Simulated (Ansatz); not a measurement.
Runs of Ansatz 0.2.0 on AlFe. It takes space group Pm-3m (No. 221, cubic). The conventional cell has a = 2.910 Å, b = 2.910 Å, c = 2.910 Å, α = 90.00°, β = 90.00°, γ = 90.00°. Fe (site symmetry m-3m) has 8 Al at 2.52 Å as nearest neighbours. Al (site symmetry m-3m) has 8 Fe at 2.52 Å as nearest neighbours. 

```tsv
potentials or basis	cutoff (eV)	gap on the mesh (eV)	pressure (GPa)	moment (μB)
SPMS NC	871	none	-6.3	0.68
PseudoDojo stringent (PBE files)	1605	none	(b)	0.69
Ansatz PAW earlier set	900	none	-6.1	0.66
Ansatz PAW earlier set	1050	none	-6.1	0.66
JTH PAW	1320	none	-6.5	0.67
PseudoDojo standard (PBE files)	1225	none	-6.1	(a)
Ansatz NC	1225	none	-6.1	0.67
SSSP efficiency PAW	1225	none	-5.9	0.66
```

Alike in all rows: task band structure; level PBE; spin collinear, ferromagnetic start; cell as given; k mesh 9 × 9 × 9; smearing fermi-dirac 0.05 eV.

Q: Estimate the missing entries.

A: (a) 0.71; (b) -6.2.

A k mesh can miss the band edges.

A gap of «none» marks a metal or a gap under the smearing width.

Not every run made on this cell is shown here.
